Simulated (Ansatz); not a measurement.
## SnO: from a first guess to the relaxed zincblende type

First guess:

```xyz
2
Lattice="0.0000 2.2785 2.2785 2.2785 0.0000 2.2785 2.2785 2.2785 0.0000" Properties=species:S:1:pos:R:3 pbc="T T T"
Sn    0.0000    0.0000    0.0000
O     1.1392    1.1392    1.1392
```

The calculation used DFT, PBE, PAW with Ansatz's default frozen-core files, scalar-relativistic (Ansatz 0.2.0).

Cell and atoms relax within the symmetry of the start on a 12×12×12 k mesh with 0.08 eV Fermi–Dirac smearing.

The start is built from a prototype, known or not as a phase of this compound; the cutoff is 420 eV.

No spin–orbit coupling, which matters for the heavy atoms here.

Question: What is the pressure of the first guess?

Answer: 97.8 GPa.

Question: What does it relax to?

Answer: a = 5.475 Å, b = 5.475 Å, c = 5.475 Å, α = 90.00°, β = 90.00°, γ = 90.00° (conventional cell), 20.52 Å³ per atom:
```
CELL_PARAMETERS angstrom
0.00000 2.73759 2.73759
2.73759 0.00000 2.73759
2.73759 2.73759 0.00000
ATOMIC_POSITIONS crystal
Sn 0.00000 0.00000 0.00000
O 0.25000 0.25000 0.25000
```

Question: How much energy does the relaxation release?

Answer: 1642 meV/atom.
